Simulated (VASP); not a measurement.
Set up this calculation in VASP 6.6.1, as the native input.

* Task: single point
* Functional: PBE
* Potentials or basis: VASP PAW PBE potentials, release 64 (Pt)
* Cutoff: 520 eV
* k mesh: 14 × 14 × 1
* Occupations: methfessel-paxton, width 0.1 eV
* Spin: no spin polarisation
* Dipole correction: yes
* Further INCAR settings: ALGO = Fast; EDIFF = 1e-07

The structure of Pt lies in POSCAR:

```
Pt                                      
1.0
    2.8050756300      0.0000000000      0.0000000000
    0.0000000000      2.8050756300      0.0000000000
    0.0000000000      0.0000000000     26.9009280000
  Pt            
     7
Direct
     0.5000000000000000    0.5000000000000000    0.2804591553978875
     0.0000000000000000    0.0000000000000000    0.3523907607512909
     0.5000000000000000    0.5000000000000000    0.4259980254755281
     0.0000000000000000    0.0000000000000000    0.5000000000000000
     0.5000000000000000    0.5000000000000000    0.5740019745244719
     0.0000000000000000    0.0000000000000000    0.6476092392487092
     0.5000000000000000    0.5000000000000000    0.7195408446021124
```

The slab is cut from a database's or a generator's crystal, which needn't be the stable form of the element.

The input as run:

INCAR

```
PREC = Accurate
ENCUT = 520
EDIFF = 1E-7
ISMEAR = 1
SIGMA = 0.1
LREAL = False
LASPH = True
NELM = 80
ALGO = Fast
ISIF = 2
LWAVE = False
LCHARG = False
LDIPOL = True
IDIPOL = 3
DIPOL = 0.5 0.5 0.500
GGA = PE
LVHAR = True
LVACPOTAV = True
ICORELEVEL = 1
KPAR = 4
```

KPOINTS

```
Automatic mesh
0
Gamma
  14 14 1
```

Potentials or basis: VASP PAW PBE potentials, release 64 (Pt).

The run is started by

```console
$ cat potpaw_PBE.64/Pt/POTCAR > POTCAR
$ mpirun -np 4 vasp_std > vasp.out
```

It gave:

* Largest force: 0.020 eV/Å
* Band gap on the k mesh: none (metal or under the smearing width)
* Work function of the upper face: 5.71 eV
* Work function of the lower face: 5.71 eV

It took 2.7 min on 4 MPI ranks on Intel(R) Xeon(R) Platinum 8488C (Sapphire Rapids), with other jobs on the host, peak memory 0.47 GiB a rank.
